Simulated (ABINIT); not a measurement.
A run of ABINIT 10.8.3 (patched build) is set up as follows.

run.abi

```
# Pseudopotentials
pp_dirpath "./"
pseudos "Bi.upf"

# Structure
acell 3*1.0
rprim
     6.5924947789    -5.9197144840     0.0000000000
     6.5924947789     5.9197144840     0.0000000000
    -2.3814990027     0.0000000000     5.8837567753
ntypat 1
znucl 83
natom 2
typat 1 1
xred
     0.7530610000     0.7530610000     0.8573820000
     0.2469390000     0.2469390000     0.1426180000
chkprim 0
chksymtnons 0
tolsym 1.0e-6

# Plane-wave basis
ecut 29.0

# k points
kptopt 1
ngkpt 4 4 7
nshiftk 1
shiftk 0.0 0.0 0.0

# Exchange and correlation
ixc -116133

# Bands and occupations
nband 19
occopt 3
tsmear 0.00183747

# SCF cycle
nstep 100
tolvrs 1.0e-10

# Output
iomode 3
prtwf 0
prtden 0
prteig 0
prtebands 0
```

Potentials or basis: PseudoDojo NC SR PBEsol v0.4.1 standard.

Command:

```sh
$ mpirun --bind-to none -np 4 abinit run.abi > log 2>&1
```

What does it give for the pressure?

-3.3 GPa.

Estimate the largest force.

0.138 eV/Å.

Stress tensor (GPa, compression positive):
```
-2.01  0.00  0.43
 0.00 -4.07  0.00
 0.43  0.00 -3.72
```
